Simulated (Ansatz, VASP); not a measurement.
# One calculation of SrCl2, two programs

```xyz
3
Lattice="5.5867 0.0000 0.0000 0.0000 5.5867 0.0000 0.0000 0.0000 5.9995" Properties=species:S:1:pos:R:3 pbc="T T T"
Sr    2.7934    2.7934    0.0000
Cl    2.7934    0.0000    0.0000
Cl    0.0000    2.7934    0.0000
```

Alike in both runs: functional PBE; k mesh 4 × 4 × 4; occupations gaussian, width 0.1 eV; no spin polarisation.

Ansatz relaxed the structure, and its values are those at the end. VASP's run is a single point on that final structure, the one shown.

|  | VASP | Ansatz |
| --- | --- | --- |
| version | VASP 6.6.1 | Ansatz 0.2.0 |
| potentials or method | VASP PAW PBE potentials, release 64 (Sr_sv, Cl) | scalar-relativistic, plane waves, PAW |
| plane-wave cutoff (eV) | 520 | 420 |
| valence electrons in the cell | 24 | 24 |

|  | VASP | Ansatz | Ansatz less VASP |
| --- | --- | --- | --- |
| gap on the k mesh at the Fermi level (eV) | 3.61 | 3.61 | +0.003 |
| least direct gap on the mesh (eV) | 3.98 | 3.99 | +0.010 |
| pressure (GPa) | 0.1 | 0.1 | -0.05 |

The functional is the same, so the differences come from potentials, cutoffs and numerics.

A k mesh can miss the band edges.
